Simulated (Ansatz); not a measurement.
The system is Cu.

```
CELL_PARAMETERS angstrom
0.00000 1.80750 1.80750
1.80750 0.00000 1.80750
1.80750 1.80750 0.00000
ATOMIC_POSITIONS crystal
Cu 0.00000 0.00000 0.00000
```

- Program: Ansatz 0.2.0
- Task: relaxation of cell and atoms
- Functional: r2SCAN
- Potentials or basis: Ansatz PAW
- Cutoff: 500 eV (not typed: the program's choice for these potentials)
- k mesh: 13 × 13 × 13
- Occupations: fermi-dirac, width 0.05 eV
- Spin: no spin polarisation

At the start: volume 11.81 Å³/atom.

**Question.** How do energy, volume and symmetry change on relaxing?

**Answer.** It ends after 5 steps and the volume is 11.43 Å³/atom (-3.2 %); space group Fm-3m (No. 225, to 0.05 Å).

Step by step:
```tsv
step	energy change (eV)	largest force (eV/Å)	volume (Å³)
1	0.0000	0.0000	11.81
2	-0.0047	0.0000	11.61
3	-0.0062	0.0000	11.42
4	-0.0062	0.0000	11.43
5	-0.0060	0.0000	11.43
```

Final structure:
```xyz
1
Lattice="0.0000 1.7881 1.7881 1.7881 0.0000 1.7881 1.7881 1.7881 0.0000" Properties=species:S:1:pos:R:3 pbc="T T T"
Cu    0.0000    0.0000    0.0000
```

Caveat: the plane-wave basis is chosen anew once the cell has moved, so the energies of steps on either side of that aren't comparable; the PAW data sets come from PBE, with cores solved anew for the run's functional, which leaves a small shift of forces and pressure.
